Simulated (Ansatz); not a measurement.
**As: frozen-core PAW against all-electron methods**

```
CELL_PARAMETERS angstrom
2.72930 0.00000 0.00000
0.00000 2.72930 0.00000
0.00000 0.00000 2.72930
ATOMIC_POSITIONS crystal
As 0.00000 0.00000 0.00000
```

The structure comes from a relaxation in the same program, started in the sc type, and has space group Pm-3m. Whether it is a known phase or the ground state wasn't checked.

All numbers are computed: DFT, PBE, PAW with Ansatz's default frozen-core files, scalar-relativistic (Ansatz 0.2.0); DFT, PBE, all-electron PAW with datasets made for the crystal, scalar-relativistic (Ansatz 0.2.0); DFT, PBE, all-electron LAPW, scalar-relativistic (Ansatz 0.2.0).

For PAW: a Γ-centred 13×13×13 k mesh, Fermi–Dirac smearing of 0.03 eV, cutoff 420 eV, no spin polarisation. The crystal-made all-electron datasets (AE datasets) take a cutoff of 160 eV at this cell. LAPW targets a basis error of 0.5 meV/atom. The Ansatz runs share mesh, smearing and spin set-up. Plane-wave (PAW) pressures include the program's estimate of the Pulay term.

Stress and pressure are positive in compression.

Levels count from the Fermi level.

```csv
quantity,PAW,AE datasets,LAPW
pressure (GPa),0.02,0.03,0.03
highest filled level at R (eV),-1.872,-1.871,-1.871
lowest empty level at R (eV),5.926,5.925,5.925
highest filled level at X (eV),-6.807,-6.806,-6.806
lowest empty level at X (eV),6.137,6.138,6.138
```
